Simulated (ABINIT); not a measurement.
An input for ABINIT 10.8.3 (GaP (F-43m)):

```
acell 3*1.0 Angstrom
rprim 
  0.000000000000 2.725250000000 2.725250000000
  2.725250000000 0.000000000000 2.725250000000
  2.725250000000 2.725250000000 0.000000000000
ntypat 2
znucl 31 15
natom 2
typat 1 2
xred 
  0.000000000000 0.000000000000 0.000000000000
  0.250000000000 0.250000000000 0.250000000000
pp_dirpath "pseudos"
pseudos "Ga.upf, P.upf"
ecut 36
ngkpt 6 6 6
nshiftk 1
shiftk 0 0 0
kptopt 1
chksymbreak 0
istwfk *1
occopt 1
irdwfk 1
optdriver 3
nband 74
ecuteps 6
inclvkb 2
awtr 1
symchi 1
indata_prefix "in"
outdata_prefix "out"
tmpdata_prefix "tmp"
```

```sh
OMP_NUM_THREADS=1 mpirun -n 8 abinit run.abi > log
```

**Question.** Estimate wall time and host memory on 8 MPI ranks of Intel Xeon Platinum 8488C (Sapphire Rapids), shared host.

It took 43 s; on shared hardware allow 22 s to 86 s. Peak host memory was 1.5 GiB.

[Paths, hosts, dates, memory and timing lines, banners, echoed tables and standing remarks are left out of the program output.]

[Logs are printed without paths, hosts, clocks, repeated set-up lines and the standing remarks that a program may print on its own settings, such as how far it seeks lower states.]

[Runs of the session that timed out or met a known fault of the program may be left out.]

[Hosts, paths, dates, database ids (printed as entryN), source tags and the programs' standing remarks are cut or masked in the printed files.]

[G0W0 gaps are taken among the corrected bands and points alone; a level outside them can change the order at an edge.]

[Where Ansatz stands beside ABINIT at settings called matched, ABINIT's density can come from a denser mesh and the files from another edition; pairs whose starting gaps differed by over 0.03 eV were left out, so agreement reads better than it is.]
